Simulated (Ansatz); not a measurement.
**A film clamped to a substrate in AlN**

Theory: DFT PBE, scalar-relativistic, plane waves, PAW (Ansatz). The runs took a 420 eV cutoff, a Γ-centred 10×10×10 mesh and Gaussian smearing (0.05 eV). No spin polarisation. Energies are free energies at this smearing, counted from the undisturbed cell; pressure is positive in compression.

Zero of the scan (as given, not relaxed at this level; it stands at 0.3 GPa; this rock-salt form isn't the usual structure):

```yaml
crystal:
  lattice:
    - [0.00000, 2.03452, 2.03452]
    - [2.03452, 0.00000, 2.03452]
    - [2.03452, 2.03452, 0.00000]
  atoms:
    - { symbol: Al, position: [0.50000, 0.50000, 0.50000] }
    - { symbol: N, position: [0.00000, 0.00000, 0.00000] }
```

The cell (2 atoms, V0 = 16.84 Å³) is strained by p along both x and y and by q along z, fractional coordinates fixed. τp = (1/V0) ∂E/∂p = (σxx + σyy)(1 + p)(1 + q) and τq = (1/V0) ∂E/∂q = σzz(1 + p)², with tension positive.

| p | q | ΔE (meV/atom) | τp (GPa) | τq (GPa) |
| --- | --- | --- | --- | --- |
| 0.000 | 0.000 | 0.00 | -0.56 | -0.28 |
| -0.015 | 0.000 | 7.85 | -19.79 | -5.31 |
| 0.015 | 0.000 | 6.20 | 15.81 | 4.71 |
| 0.000 | -0.015 | 2.91 | -5.67 | -7.26 |
| 0.000 | 0.015 | 2.15 | 4.36 | 5.53 |

Problem. Get the second derivatives of the energy density.

Solution. Central differences give A = ∂τp/∂p = 1187 GPa (C11 + C22 + 2 C12), C = ∂τq/∂q = 426 GPa (C33) and the cross term B = ∂τq/∂p = 334 GPa (C13 + C23); ∂τp/∂q = 334 GPa must equal B, and any difference shows higher-order terms. The ions are clamped. In a cubic crystal C11 = C = 426, C12 = B/2 = 167 GPa and A should be 2(C11 + C12) = 1187 GPa; the bulk modulus is (C11 + 2 C12)/3 = 253 GPa.

Problem. A film of this crystal grows with z along the normal on a substrate that imposes p. How does its thickness respond, and what does the misfit cost?

Solution. Count p and q from the stress-free cell. A free surface needs τq = 0, so q = −(B/C) p = -0.78 p. The energy density left is (A − B²/C) p²/2 = M p², with the biaxial modulus M = 462 GPa; a misfit of 1 % costs 2.43 meV/atom, against 3.12 meV/atom if the thickness were held.

At p = 0.030 the energies along q are 19.9 (q = -0.030), 19.2 (q = -0.015), 24.3 (q = 0.000), 34.1 (q = 0.015), 47.9 (q = 0.030) meV/atom.

Problem. Does the linear rule hold at this misfit?

Solution. A parabola through the lowest point and its neighbours has its minimum at q = -0.021, 18.8 meV/atom. With the stress left in the starting cell, τp0 and τq0, linear elasticity gives q = −(τq0 + Bp)/C = -0.023 and E = V0(τp0 p + τq0 q + Ap²/2 + Bpq + Cq²/2)/N = 21.3 meV/atom. The energies differ by more than a tenth, so the quadratic law fails here: the gap holds the anharmonic part, with some error from the wide steps. Cubic terms also shift the vertex of so wide a parabola.

Cost: 25 runs of about 0.35 core-minutes in all, on AMD EPYC 7R13 Processor (Zen 3) (shared hosts).

The film thins under in-plane tension, but by much less than would conserve its volume, and this relaxation recovers only part of the misfit energy. The large C11 (426 GPa) relative to C12 (167 GPa) fits the rock-salt geometry: the Al–N bonds lie along the cube axes, so axial strain changes their lengths directly, whereas the transverse coupling relies more on longer-range ionic forces and the response of the electron density. Holding the fractional coordinates fixed costs nothing here, because both atoms remain at inversion centres under these strains and feel no internal force.

The stress changes more under compression than under equal extension, as expected when short-range repulsion steepens and stretched bonds soften. The same anharmonicity probably explains why the film at the larger tensile misfit costs 18.8 meV/atom rather than the linear estimate of 21.3; a compressive misfit of that size should then cost more than the harmonic law predicts. Without shear distortions or a comparison with wurtzite, the results don't establish that a rock-salt film would persist.
